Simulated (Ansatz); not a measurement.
**HgTe (Coloradoite) under changes of volume**

One of the cells (33.215 Å³/atom); the others are scaled copies at fixed shape and fractional positions:

```
Hg Te
1.0
     0.00000    3.21450    3.21450
     3.21450    0.00000    3.21450
     3.21450    3.21450    0.00000
Hg Te
1 1
Cartesian
  0.0000 0.0000 0.0000
  4.8217 4.8217 4.8217
```

| Property | Result |
| --- | --- |
| Program | Ansatz 0.2.0 |
| Functional | m-r2SCAN |
| Potentials or basis | Ansatz PAW |
| Cutoff | 500 eV (not typed: the program's choice for these potentials) |
| k mesh | 7 × 7 × 7 |
| Occupations | fermi-dirac, width 0.05 eV |
| Spin | no spin polarisation |

| volume (Å³/atom) | energy over the lowest point (meV/atom) | pressure (GPa) |
| --- | --- | --- |
| 31.223 | 83.96 | 7.2 |
| 31.887 | 57.40 | 5.7 |
| 32.551 | ? | ? |
| 33.215 | 21.03 | 3.2 |
| 33.880 | 10.05 | 2.1 |
| 34.544 | 3.19 | 1.2 |
| 35.208 | 0.00 | 0.4 |

Question: What does the run at 32.551 Å³/atom give?

Answer: Energy over the lowest point 36.63 meV/atom; pressure 4.4 GPa.

Worked out: A Birch-Murnaghan fit of order 3 (a polynomial in V^(-2/3)) to the other rows has its minimum at 35.52 Å³/atom, just outside them, with B0 = V·E''(V) = 40 GPa and B' = 5.1. It gives 36.63 meV/atom at 32.551 Å³/atom, against the run's 36.63, and -dE/dV = 4.4 GPa, against 4.4.

Energies are extrapolated to zero smearing.

Caveats: the PAW data sets come from PBE, with cores solved anew for the run's functional, which leaves a small shift of forces and pressure.
